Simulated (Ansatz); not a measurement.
# TiO₂: a film clamped to a substrate

The calculation used DFT r2SCAN, scalar-relativistic, plane waves, PAW (Ansatz 0.2.0). Cutoff 500 eV, Γ-centred 8×8×8 k-points, Gaussian smearing of 0.05 eV. No spin polarisation. Energies are free energies at this smearing, counted from the undisturbed cell; pressure is positive in compression.

Zero of the scan (relaxed at this level):

```
CELL_PARAMETERS angstrom
-1.88897 1.88897 4.79140
1.88897 -1.88897 4.79140
1.88897 1.88897 -4.79140
ATOMIC_POSITIONS crystal
Ti 0.00000 0.00000 0.00000
Ti 0.75000 0.25000 0.50000
O 0.20730 0.20730 0.00000
O 0.95730 0.45730 0.50000
O 0.54270 0.04270 0.50000
O 0.79270 0.79270 0.00000
```

The cell (6 atoms, V0 = 68.39 Å³) is strained by p along both x and y and by q along z, fractional coordinates fixed. τp = (1/V0) ∂E/∂p = (σxx + σyy)(1 + p)(1 + q) and τq = (1/V0) ∂E/∂q = σzz(1 + p)², with tension positive.

```
     p q  ΔE (meV/atom)  τp (GPa)  τq (GPa)
 0.000   0.000           0.00     -0.02      0.02
-0.030   0.000          37.17    -36.60     -9.28
 0.030   0.000          30.27     26.97      8.55
 0.000  -0.030          14.62     -9.21    -14.53
 0.000   0.030          11.70      8.59     10.33
```

Q: Get the second derivatives of the energy density.

A: Central differences give A = ∂τp/∂p = 1059 GPa (C11 + C22 + 2 C12), C = ∂τq/∂q = 414 GPa (C33) and the cross term B = ∂τq/∂p = 297 GPa (C13 + C23); ∂τp/∂q = 297 GPa must equal B, and any difference shows higher-order terms. Steps this large leave an error of some per cent of A or C in all of these, which can swamp a small B. The ions are clamped.

Q: A film of this crystal grows with z along the normal on a substrate that imposes p. How does its thickness respond, and what does the misfit cost?

A: Count p and q from the stress-free cell. A free surface needs τq = 0, so q = −(B/C) p = -0.72 p. The energy density left is (A − B²/C) p²/2 = M p², with the biaxial modulus M = 423 GPa; a misfit of 1 % costs 3.01 meV/atom, against 3.77 meV/atom if the thickness were held.

Forces appear on the atoms along this scan, and letting them relax would lower the energy and soften the response.

Cost: 11 runs of about 7.6 core-minutes in all, on AMD EPYC (Zen 3) (shared hosts).

The cell is anatase, and its positive cross term means that in-plane tension thins the film, which lowers the misfit cost from 3.77 to 3.01 meV/atom for a misfit of 1 %. Compression costs more than equal extension along both strain paths, as expected when short-range Ti–O repulsion stiffens the shortened bonds.

The axial stiffness of 414 GPa is far above the established value for anatase, which is known to be compliant along c. The likely cause is the fixed oxygen height. The apical Ti–O bonds lie along z and must here stretch in full proportion to the cell, whereas in the real crystal the oxygens shift along z and much of the strain goes into bending the Ti–O–Ti angles. Both strains preserve the tetragonal symmetry, so this height is the only internal coordinate involved.

Because the clamping affects C33 most, the thickness response of -0.72 p is probably too weak in magnitude, and 423 GPa is better read as a clamped-ion modulus than as a prediction for a grown film.
